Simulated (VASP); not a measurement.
## CoO: how cutoff and mesh change the moments

How far do the magnetic moments of CoO depend on cutoff and mesh? The starting structure is a measured crystal structure from the Crystallography Open Database. The reference starts from antiferromagnetic moments, in one pattern that fits into this cell.

Program: VASP 6.6.1. Level of theory: Kohn-Sham DFT with plane waves and PAW; PBEsol. Results are calculated unless marked as measured.

## 1. Set-up

The structure is cubic, space group Fm-3m (No. 225). The conventional cell has a = 4.258 Å, b = 4.258 Å, c = 4.258 Å, α = 90.00°, β = 90.00°, γ = 90.00°. Nearest to Co lie 6 O at 2.13 Å. Nearest to O lie 6 Co at 2.13 Å. Farther neighbours and most contacts between anions are not listed.

Coordinates:

```cif
data_structure
_symmetry_space_group_name_H-M 'Fm-3m'
_symmetry_Int_Tables_number 225
_cell_length_a 4.2580
_cell_length_b 4.2580
_cell_length_c 4.2580
_cell_angle_alpha 90.000
_cell_angle_beta 90.000
_cell_angle_gamma 90.000
_cell_volume 77.20
loop_
_atom_site_label
_atom_site_type_symbol
_atom_site_symmetry_multiplicity
_atom_site_Wyckoff_symbol
_atom_site_fract_x
_atom_site_fract_y
_atom_site_fract_z
_atom_site_occupancy
Co1 Co 4 a 0.00000 0.00000 0.00000 1
O1 O 4 b 0.00000 0.00000 0.50000 1
```

## 2. Reference run

Contents of INCAR:

```
SYSTEM = CoO
PREC = Accurate
ENCUT = 480
EDIFF = 1E-07
NELM = 200
ISMEAR = 0
SIGMA = 0.05
LREAL = .FALSE.
ALGO = Normal
GGA = PS
NBANDS = 23
ISPIN = 2
MAGMOM = 2.4 -2.4 0 0
LASPH = .TRUE.
LMAXMIX = 4
LORBIT = 11
LWAVE = .FALSE.
LCHARG = .FALSE.
KPAR = 8
```

Contents of POSCAR:

```
CoO
1.0
    0.0000000000      2.1290000000      2.1290000000
    2.1290000000      0.0000000000      2.1290000000
    4.2580000000      4.2580000000      0.0000000000
Co O
2 2
Direct
    0.0000000000      0.0000000000      0.0000000000
    0.0000000000      0.0000000000      0.5000000000
    0.5000000000      0.5000000000      0.2500000000
    0.5000000000      0.5000000000      0.7500000000
```

Contents of KPOINTS:

```
Automatic mesh
0
Gamma
14 14 14
0 0 0
```

Potentials, in the order of the species: Co and O (PBE family, release 64).

Run with:

```bash
> mpirun -np 8 vasp_std
```

Output:

```text
[banner, memory and clock lines left out]
running    8 mpi-ranks, on    1 nodes
 distrk:  each k-point on    1 cores,    8 groups
 distr:  one band on    1 cores,    1 groups

 POSCAR found type information on POSCAR CoO
 POSCAR found :  2 types and       4 ions
|                                                                             |
|           W    W    AA    RRRRR   N    N  II  N    N   GGGG   !!!           |
|           W    W   A  A   R    R  NN   N  II  NN   N  G    G  !!!           |
|           W    W  A    A  R    R  N N  N  II  N N  N  G       !!!           |
|           W WW W  AAAAAA  RRRRR   N  N N  II  N  N N  G  GGG   !            |
|           WW  WW  A    A  R   R   N   NN  II  N   NN  G    G                |
|           W    W  A    A  R    R  N    N  II  N    N   GGGG   !!!           |
|                                                                             |
|     For optimal performance we recommend to set                             |
|       NCORE = 2 up to number-of-cores-per-socket                            |
|     NCORE specifies how many cores store one orbital (NPAR=cpu/NCORE).      |
|     This setting can greatly improve the performance of VASP for DFT.       |
|     The default, NCORE=1 might be grossly inefficient on modern             |
|     multi-core architectures or massively parallel machines. Do your        |
|     Unfortunately you need to use the default for GW and RPA                |
|     calculations (for HF NCORE is supported but not extensively tested      |
|     yet).                                                                   |
|                                                                             |

|                                                                             |
|               ----> ADVICE to this user running VASP <----                  |
|                                                                             |
|     You enforced a specific xc type in the INCAR file but a different       |
|     [... a line on the potential file left out ...]
|     I HOPE YOU KNOW WHAT YOU ARE DOING!                                     |
|                                                                             |

 LDA part: xc-table for (Slater+PW92), standard interpolation
 POSCAR, INCAR and KPOINTS ok, starting setup
 FFT: planning ... GRIDC
 FFT: planning ... GRID_SOFT
 FFT: planning ... GRID
 WAVECAR not read
 entering main loop
       N       E                     dE             d eps       ncg     rms          rms(c)
DAV:   1     0.228709416860E+03    0.22871E+03   -0.13361E+04 26840   0.150E+03
DAV:   2    -0.934171787311E+01   -0.23805E+03   -0.21689E+03 27903   0.337E+02
DAV:   3    -0.324063774697E+02   -0.23065E+02   -0.22011E+02 32117   0.122E+02
DAV:   4    -0.329435249515E+02   -0.53715E+00   -0.53576E+00 29061   0.197E+01
DAV:   5    -0.329607937580E+02   -0.17269E-01   -0.17267E-01 36266   0.327E+00    0.210E+01
DAV:   6    -0.306904906778E+02    0.22703E+01   -0.35142E+01 35757   0.962E+01    0.271E+01
DAV:   7    -0.281917144059E+02    0.24988E+01   -0.24095E+01 30167   0.838E+01    0.104E+01
DAV:   8    -0.282561900353E+02   -0.64476E-01   -0.18717E+00 34364   0.134E+01    0.572E+00
DAV:   9    -0.282089397277E+02    0.47250E-01   -0.47487E-01 44248   0.145E+01    0.291E+00
DAV:  10    -0.281963210802E+02    0.12619E-01   -0.13230E-01 36306   0.667E+00    0.139E+00
DAV:  11    -0.281813637940E+02    0.14957E-01   -0.58368E-02 41119   0.392E+00    0.447E-01
DAV:  12    -0.281882372872E+02   -0.68735E-02   -0.36391E-02 33787   0.126E+00    0.546E-01
DAV:  13    -0.281868502834E+02    0.13870E-02   -0.15645E-03 41830   0.972E-01    0.233E-01
DAV:  14    -0.281865454991E+02    0.30478E-03   -0.10531E-03 40538   0.548E-01    0.109E-01
DAV:  15    -0.281864784993E+02    0.67000E-04   -0.26229E-04 38673   0.348E-01    0.273E-02
DAV:  16    -0.281864811365E+02   -0.26371E-05   -0.39630E-05 27987   0.511E-02    0.144E-02
DAV:  17    -0.281864799146E+02    0.12218E-05   -0.30298E-06 42477   0.302E-02    0.465E-03
DAV:  18    -0.281864797146E+02    0.20005E-06   -0.11683E-06 40178   0.143E-02    0.196E-03
DAV:  19    -0.281864797232E+02   -0.85920E-08   -0.10288E-07 15033   0.432E-03
   1 F= -.28186480E+02 E0= -.28180994E+02  d E =-.109710E-01  mag=     0.0000
```

Wall time 37 s (8 MPI ranks of Intel Xeon 6975P-C (Granite Rapids), shared host); peak memory 3.7 GiB.

The logs omit lines about the potential files and the build; timing stands in the text.

From OUTCAR (step 2):

```text
ion  position               nearest neighbor table
   1  0.000  0.000  0.000-   4 2.13   3 2.13   4 2.13   3 2.13   4 2.13   3 2.13   2 3.01   2 3.01
                             2 3.01   2 3.01   2 3.01   2 3.01
   2  0.000  0.000  0.500-   3 2.13   3 2.13   4 2.13   3 2.13   4 2.13   4 2.13   1 3.01   1 3.01
                             1 3.01   1 3.01   1 3.01   1 3.01
   3  0.500  0.500  0.250-   1 2.13   1 2.13   2 2.13   1 2.13   2 2.13   2 2.13
   4  0.500  0.500  0.750-   2 2.13   1 2.13   2 2.13   1 2.13   2 2.13   1 2.13

  LATTYP: Found a trigonal (rhomboedric) cell.
 ALAT       =     5.2149636624
 COS(alpha) =     0.8333333333

 Subroutine GETGRP returns: Found 12 space group operations
 (whereof 12 operations were pure point group operations)

The static configuration has the point symmetry D_3d.

 Found    288 irreducible k-points:

   k-points           NKPTS =    288   k-points in BZ     NKDIM =    288   number of bands    NBANDS=     23

   dimension x,y,z NGX =    24 NGY =   24 NGZ =   48
   dimension x,y,z NGXF=    48 NGYF=   48 NGZF=   96

   ENCUT  =  480.0 eV  35.28 Ry    5.94 a.u.   5.38  5.38 10.76*2*pi/ulx,y,z

   NELECT =      30.0000    total number of electrons

 k-points in reciprocal lattice and weights: Automatic mesh
   0.00000000  0.00000000  0.00000000       0.000
   0.07142857  0.00000000  0.00000000       0.002
   0.14285714  0.00000000  0.00000000       0.002
   0.21428571  0.00000000  0.00000000       0.002
   0.28571429  0.00000000  0.00000000       0.002
   0.35714286  0.00000000  0.00000000       0.002
   0.42857143  0.00000000  0.00000000       0.002
   0.50000000  0.00000000  0.00000000       0.001
   0.07142857  0.07142857  0.00000000       0.002
[...]
0.00000000  0.00000000  0.50000000       0.000
   0.50000000  0.00000000  0.50000000       0.001

 average (electrostatic) potential at core
       1 -80.8844       2 -80.8844       3 -68.2568       4 -68.2568

 E-fermi :   7.8008

 spin component 1
 k-point     1 :       0.0000    0.0000    0.0000
  band No.  band energies     occupation
    ...
     12       5.8669      1.00000
     13       5.8669      1.00000
     14       7.3192      1.00000
     15       7.3192      1.00000
     16       7.6138      1.00000
     17       8.9377      0.00000
     18       9.5810      0.00000
     19       9.5811      0.00000
     20      12.8453      0.00000
     21      17.3973      0.00000
    ...

 k-point     2 :       0.0714    0.0000    0.0000
  band No.  band energies     occupation
    ...
     12       6.0732      1.00000
     13       6.1146      1.00000
     14       7.2994      1.00000
     15       7.3649      1.00000
     16       7.6126      1.00000
     17       9.3154      0.00000
     18       9.4502      0.00000
     19       9.4988      0.00000
     20      13.1830      0.00000
     21      17.3450      0.00000
    ...

 k-point     3 :       0.1429    0.0000    0.0000
  band No.  band energies     occupation
    ...
     12       6.4296      1.00000
     13       6.5044      1.00000
     14       7.2177      1.00000
     15       7.5006      1.00000
     16       7.6446      1.00000
     17       9.2184      0.00000
     18       9.3025      0.00000
     19      10.1827      0.00000
     20      13.9724      0.00000
     21      17.2127      0.00000
    ...

 k-point     4 :       0.2143    0.0000    0.0000
  band No.  band energies     occupation
    ...
     12       6.6566      1.00000
     13       6.7590      1.00000
     14       7.1068      1.00000
     15       7.6740      0.99983
     16       7.7204      0.98852
     17       9.1193      0.00000
     18       9.1406      0.00000
     19      11.1642      0.00000
     20      14.7538      0.00000
     21      17.1300      0.00000
    ...

 k-point     5 :       0.2857    0.0000    0.0000
  band No.  band energies     occupation
    ...
     11       5.6869      1.00000
     12       6.6773      1.00000
     13       6.7998      1.00000
     14       7.0554      1.00000
     15       7.7714      0.79745
     16       7.8038      0.46710
     17       9.1823      0.00000
     18       9.2384      0.00000
     19      12.0237      0.00000
     20      14.9375      0.00000
    ...

 k-point     6 :       0.3571    0.0000    0.0000
  band No.  band energies     occupation
    ...
     10       5.6821      1.00000
     11       5.7552      1.00000
     12       6.5319      1.00000
     13       6.6797      1.00000
     14       7.1176      1.00000
     15       7.8153      0.34128
     16       7.8920      0.00497
     17       9.3850      0.00000
     18       9.4690      0.00000
     19      12.5863      0.00000
    ...

  Total       -3.4463534     -3.4463534     -3.4463534      0.9725997     -0.9725997     -0.9725997
  in kB     -143.0485358   -143.0485358   -143.0485358     40.3699069    -40.3699069    -40.3699069
  external PRESSURE =    -143.0485358 kB  Pullay stress =       0.0000000 kB

  energy-cutoff  :      480.00
  volume of cell :       38.60
      direct lattice vectors                 reciprocal lattice vectors
     0.000000000  2.129000000  2.129000000    -0.234852043  0.234852043  0.234852043
     2.129000000  0.000000000  2.129000000     0.234852043 -0.234852043  0.234852043
     4.258000000  4.258000000  0.000000000     0.117426022  0.117426022 -0.117426022

 POSITION                                       TOTAL-FORCE (eV/Angst)
 -----------------------------------------------------------------------------------
      0.00000      0.00000      0.00000        -0.000000     -0.000000     -0.000000
      2.12900      2.12900      0.00000         0.000000      0.000000     -0.000000
      2.12900      2.12900      2.12900         0.000000      0.000000      0.000000
      4.25800      4.25800      2.12900        -0.000000     -0.000000     -0.000000
 -----------------------------------------------------------------------------------
    total drift:                                0.000000     -0.000000     -0.000000

  FREE ENERGIE OF THE ION-ELECTRON SYSTEM (eV)
  ---------------------------------------------------
  free  energy   TOTEN  =       -28.1864797232 eV

  energy  without entropy=      -28.1755087660  energy(sigma->0) =      -28.18099424

 total charge
# of ion       s       p       d       tot
------------------------------------------
    1        0.296   0.358   7.166   7.820
    2        0.296   0.358   7.166   7.820
    3        1.560   3.385   0.000   4.945
    4        1.560   3.385   0.000   4.945
--------------------------------------------------
tot          3.713   7.485  14.333  25.530

 magnetization (x)
# of ion       s       p       d       tot
------------------------------------------
    1       -0.002  -0.005   2.418   2.410
    2        0.002   0.005  -2.418  -2.410
    3        0.000   0.000   0.000   0.000
    4        0.000   0.000   0.000   0.000
--------------------------------------------------
tot          0.000   0.000   0.000   0.000

[... 1 further part left out ...]
```

The PAW data sets were made with PBE, which is usual practice but a small mismatch for other functionals. At this level the cell is under a tension of 14.3 GPa, so at these settings it is away from equilibrium. Oxides and halides of Co are often magnetic insulators, and a metal at this level, without U or exact exchange, may be an artefact.

Reference: the moments inside the Co spheres have a mean size of 2.41 μB, and the cell carries 0.00 μB, with no gap.

## 3. Run with an 8×8×8 mesh

Against step 2 the input has an 8×8×8 mesh.

INCAR is that of step 2.

POSCAR is that of step 2.

Contents of KPOINTS:

```
Automatic mesh
0
Gamma
8 8 8
0 0 0
```

Run with:

```bash
> mpirun -np 8 vasp_std
```

Output:

```text
[banner, memory and clock lines left out]
running    8 mpi-ranks, on    1 nodes
[...]
[... a notice as in an earlier step ...]

 [... a notice as in an earlier step ...]

 LDA part: xc-table for (Slater+PW92), standard interpolation
 POSCAR, INCAR and KPOINTS ok, starting setup
[...]
entering main loop
       N       E                     dE             d eps       ncg     rms          rms(c)
DAV:   1     0.227883322069E+03    0.22788E+03   -0.13310E+04  6068   0.150E+03
DAV:   2    -0.917226910562E+01   -0.23706E+03   -0.21596E+03  6239   0.336E+02
DAV:   3    -0.324003091358E+02   -0.23228E+02   -0.22155E+02  7156   0.122E+02
DAV:   4    -0.329419455745E+02   -0.54164E+00   -0.53979E+00  6640   0.198E+01
[...]
DAV:  17    -0.281828363466E+02   -0.19545E-05   -0.55328E-06  6799   0.301E-02    0.125E-02
DAV:  18    -0.281828354035E+02    0.94306E-06   -0.19057E-06  7401   0.309E-02    0.366E-03
DAV:  19    -0.281828353711E+02    0.32352E-07   -0.28463E-07  5089   0.516E-03
   1 F= -.28182835E+02 E0= -.28174850E+02  d E =-.159703E-01  mag=     0.0000
```

The job ended after 13 s (8 MPI ranks; peak memory 2 GiB; 98 s of CPU time).

Parts of OUTCAR (step 3):

```text
  Total       -3.4314280     -3.4314280     -3.4314280      0.9741151     -0.9741151     -0.9741151
  in kB     -142.4290238   -142.4290238   -142.4290238     40.4328047    -40.4328047    -40.4328047
  external PRESSURE =    -142.4290238 kB  Pullay stress =       0.0000000 kB

 POSITION                                       TOTAL-FORCE (eV/Angst)
 -----------------------------------------------------------------------------------
      0.00000      0.00000      0.00000        -0.000000      0.000000     -0.000000
      2.12900      2.12900      0.00000        -0.000000     -0.000000     -0.000000
      2.12900      2.12900      2.12900         0.000000     -0.000000      0.000000
      4.25800      4.25800      2.12900         0.000000      0.000000     -0.000000
 -----------------------------------------------------------------------------------
    total drift:                                0.000000     -0.000000     -0.000000

  FREE ENERGIE OF THE ION-ELECTRON SYSTEM (eV)
  ---------------------------------------------------
  free  energy   TOTEN  =       -28.1828353711 eV

  energy  without entropy=      -28.1668650456  energy(sigma->0) =      -28.17485021

 magnetization (x)
# of ion       s       p       d       tot
------------------------------------------
    1       -0.002  -0.005   2.417   2.410
    2        0.002   0.005  -2.417  -2.410
    3        0.000   0.000   0.000   0.000
    4        0.000   0.000   0.000   0.000
--------------------------------------------------
tot          0.000   0.000   0.000   0.000

[... 1 part as in an earlier step ...]

[... 2 further parts left out ...]
[key lines of the parts left out:]
E-fermi :   7.8059
```

An 8×8×8 mesh: the moments inside the Co spheres have a mean size of 2.41 μB, and the cell carries 0.00 μB, with no gap.

[end of part 1 of 2]

[Lines on the potential files, build, host, timing and source positions are cut from VASP's logs without a mark.]

[Logs are printed without paths, hosts, clocks, repeated set-up lines and the standing remarks that a program may print on its own settings, such as how far it seeks lower states.]

[Hosts, paths, dates, database ids (printed as entryN), source tags and the programs' standing remarks are cut or masked in the printed files.]
